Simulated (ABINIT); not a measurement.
Runs of ABINIT 10.8.3 (patched build) on Al2Pt. It takes space group Fm-3m (No. 225, cubic). The conventional cell has a = 5.910 Å, b = 5.910 Å, c = 5.910 Å, α = 90.00°, β = 90.00°, γ = 90.00°. Pt (site symmetry m-3m) has 8 Al at 2.56 Å as nearest neighbours. Al (site symmetry -43m) is surrounded by 4 Pt at 2.56 Å. 

```tsv
task	level	potentials or basis	cutoff (eV)	fine-grid cutoff	V0 of scaled cells (Å³/atom)	B0 (GPa)
equation of state	r2SCAN	JTH PAW PBE v2.0	517	1034.03 eV	17.18	139
equation of state	LDA	JTH PAW LDA v2.0	435	870.764 eV	16.70	(b)
equation of state	PBE	JTH PAW PBE v2.0	435	870.764 eV	17.52	130
equation of state	PBEsol	PseudoDojo NC SR PBEsol v0.4.1 standard	1143	-	(a)	139
```

Alike in all rows: no spin polarisation; cell as given; k mesh 8 × 8 × 8; smearing fermi-dirac 0.05 eV.

Q: Fill in the values left out.

A: (a) 17.08; (b) 146.

Caveats: pressures at fixed basis lie under the slope of the energies; the PAW data sets were made with another functional, which shifts forces and pressure a little (some runs).

Not every run made on this cell is shown here.
